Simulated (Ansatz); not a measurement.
Put AlN in C2 (No. 5): Al on 4c and 2b; N on 2b, 2b and 2b. The cell of AlN is invented: 5-connected net, two elements spread over the vertices.

Theory: Ansatz, DFT PBE, scalar-relativistic, plane waves, PAW. Cutoff 420 eV, Γ-centred mesh, Gaussian smearing, no spin polarisation.

Energies over the elements count from the elements' standard structures at the same level (N₂ as a molecule), with no fitted energy shifts.

Problem. Predict the relaxed structure.

Solution.

Space group C2 (No. 5). a = 3.422 Å, b = 11.031 Å, c = 4.814 Å, α = 90.00°, β = 94.82°, γ = 90.00°
| atom | site | symmetry | x | y | z |
| --- | --- | --- | --- | --- | --- |
| Al | 4c | 1 | 0.1704 | 0.5254 | 0.7641 |
| Al | 2b | 2 | 0.0000 | 0.8154 | 0.5000 |
| N | 2b | 2 | 0.0000 | 0.6500 | 0.5000 |
| N | 2b | 2 | 0.5000 | 0.5943 | 0.5000 |
| N | 2b | 2 | 0.5000 | 0.8894 | 0.5000 |

Around Al on a site of symmetry 1 lie 3 N at 1.93–2.02 Å; Al on a site of symmetry 2 has 3 N at 1.82–1.90 Å; N on its first site is surrounded by 2 N at 1.82 Å and 3 Al at 1.82–1.93 Å; N on its second site has 2 N at 1.82 Å and 2 Al at 1.93 Å; 1 more site not described. Another local minimum with the same sites may exist.

Problem. Where does its energy lie, and is it a metal?

Solution. The energy over the elements is +0.13 eV/atom. The gap on the 12×12×8 mesh of the 6-atom cell is 0 eV (a metal). A positive value: parting into the elements would lower its energy.

The last run used Gaussian smearing of 0.10 eV. The zero gap may come from the functional, which often closes small gaps. Symmetry constrained the relaxation, so the result can be a saddle point. Another cell of AlN relaxed alike, in P3m1, lies 1.49 eV/atom lower, so this cell isn't the stable form at this level.
